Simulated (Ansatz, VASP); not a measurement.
BN in VASP and in Ansatz

The input INCAR:

```
  PREC = Accurate
  ENCUT = 520
  EDIFF = 1E-7
  ISMEAR = 0
  SIGMA = 0.05
  LREAL = False
  LASPH = True
  NELM = 100
  ALGO = Normal
  ISIF = 2
  LWAVE = False
  LCHARG = False
  GGA = PE
  NBANDS = 16
```

File KPOINTS:

```
regular mesh
0
Gamma
  12 12 6
```

Contents of POSCAR:

```
BN
1.0
    2.5843827521      0.0000000000      0.0000000000
   -1.2921913761      2.2381411164      0.0000000000
    0.0000000000      0.0000000000      4.1261174576
B N
2 2
Direct
    0.6666666667      0.3333333333      0.9998064453
    0.3333333333      0.6666666667      0.4998064453
    0.6666666667      0.3333333333      0.6251935547
    0.3333333333      0.6666666667      0.1251935547
```

Input for Ansatz:

```yaml
crystal:
  lattice:
    - [2.5843827521, 0.0, 0.0]
    - [-1.2921913761, 2.2381411164, 0.0]
    - [0.0, 0.0, 4.1261174576]
  atoms:
    - { symbol: B, position: [0.6666666667, 0.3333333333, 0.9998064453] }
    - { symbol: B, position: [0.3333333333, 0.6666666667, 0.4998064453] }
    - { symbol: "N", position: [0.6666666667, 0.3333333333, 0.6251935547] }
    - { symbol: "N", position: [0.3333333333, 0.6666666667, 0.1251935547] }
basis:
  ecutwfc: 520.0
kpoints:
  mp_grid: { grid: [12, 12, 6] }
hamiltonian:
  xc: pbe
scf:
  occupations: { method: gaussian, width: 0.05 }
output:
  forces: true
  stress: true
  eigenvalues: true
```

Change from the starting cell: mode 4 frozen in at +0.000 Å, strain +e along z and -e/2 along x and y -0.0233.

Alike in both runs: task single point; functional PBE; k mesh 12 × 12 × 6; occupations gaussian, width 0.05 eV; no spin polarisation.

```csv
,VASP,Ansatz
version,VASP 6.6.1,Ansatz 0.2.0
potentials or method,"VASP PAW PBE potentials, release 64 (B, N)","scalar-relativistic, plane waves, PAW"
plane-wave cutoff (eV),520,520
valence electrons in the cell,16,16
```

|  | VASP | Ansatz | Ansatz less VASP |
| --- | --- | --- | --- |
| gap on the k mesh at the Fermi level (eV) | 5.32 | 5.34 | +0.016 |
| least direct gap on the mesh (eV) | 7.97 | 7.98 | +0.008 |
| pressure (GPa) | 1.1 | 0.9 | -0.21 |
| largest component of the traceless stress (GPa) | 22.81 | 22.69 | -0.122 |
| rms of the force components (eV/Å) | 0.049 | 0.047 | -0.0025 |

Atom by atom the forces differ by 0.003 eV/Å (rms over components). The functional is the same, so the differences come from potentials, cutoffs and numerics.

A k mesh can miss the band edges.
